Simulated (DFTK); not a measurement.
W in DFTK: convergence with cutoff

W:

```
W
1.0
     0.00000    2.03000    2.03000
     2.03000    0.00000    2.03000
     2.03000    2.03000    0.00000
W
1
Direct
  0.00000 0.00000 0.00000
```

This isn't the form of W at room conditions, which is bcc.

| Item | Value |
| --- | --- |
| Program | DFTK 0.8.2 |
| Task | convergence study |
| Functional | PBEsol |
| Potentials or basis | SPMS 1.0 (PBE) |
| Cutoff | 435 eV |
| k mesh | 7 × 7 × 7 |
| Occupations | fermi-dirac, width 0.05 eV |
| Spin | no spin polarisation |

These are the settings of the first run; the series varies cutoff, with any setting tied to it.

Hardware: 1 thread of Intel(R) Xeon(R) Platinum 8259CL CPU @ 2.50GHz (Skylake/Cascade Lake) (shared host).

The values tried are 435.382 eV, 544.228 eV, 680.285 eV, 843.553 eV, 1034.03 eV, 1224.51 eV, 1469.41 eV, 1768.74 eV, loosest first. From which on does the energy stay within 1 meV/atom of the tightest run that finished?

From 544.228 eV on.

```tsv
cutoff	energy less the tightest run, at zero smearing (meV/atom)	pressure (GPa)	SCF cycles
435.382 eV	2.19	-10.69	9
544.228 eV	0.48	-10.50	9
680.285 eV	0.33	-10.51	8
843.553 eV	0.19	-10.50	9
1034.03 eV	0.05	-10.50	8
1224.51 eV	0.02	-10.50	8
1469.41 eV	0.00	-10.50	8
1768.74 eV	0.00	-10.50	8
```

Against the tightest run, the pressure stays within 0.1 GPa from 544.228 eV on. The tightest run that finished is the yardstick and may itself not be fully converged.

Caveat, for the tightest run too: the k mesh is coarse (spacing up to 0.38 Å⁻¹), so the values aren't converged; the potentials were made for another functional, which shifts forces and pressure. The run has no spin-orbit coupling, so splittings on W are missing.
